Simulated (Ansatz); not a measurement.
# BN (F-43m), a sublattice moved along a line

All numbers below come from Ansatz, DFT r2SCAN, scalar-relativistic, plane waves, PAW. The runs took a 500 eV cutoff, a Γ-centred 12×12×12 mesh and Gaussian smearing (0.05 eV). No spin polarisation. Energies are free energies at this smearing, counted from the undisturbed cell; pressure is positive in compression.

Reference structure (as given, not relaxed at this level; it stands at -5.2 GPa):

```
B N
1.0
     0.00000    1.81300    1.81300
     1.81300    0.00000    1.81300
     1.81300    1.81300    0.00000
B N
1 1
Direct
  0.00000 0.00000 0.00000
  0.75000 0.75000 0.75000
```

Every N atom is moved by x along the Cartesian unit vector (0.707, 0.707, 0.000); the cell and all other atoms stay fixed.

(x (Å), ΔE (meV/cell)): (-0.5000, 2939.8), (-0.2500, 734.4), (0.0000, 0.0), (0.0625, 46.1), (0.1250, 184.3), (0.1875, 414.0), (0.3125, 1145.3), (0.3750, 1647.6), (0.4375, 2244.1)

By symmetry 0.5000 repeats -0.5000, -0.3750 repeats 0.3750, 0.2500 repeats -0.2500, -0.1250 repeats 0.1250 in energy, with the opposite slope along the path.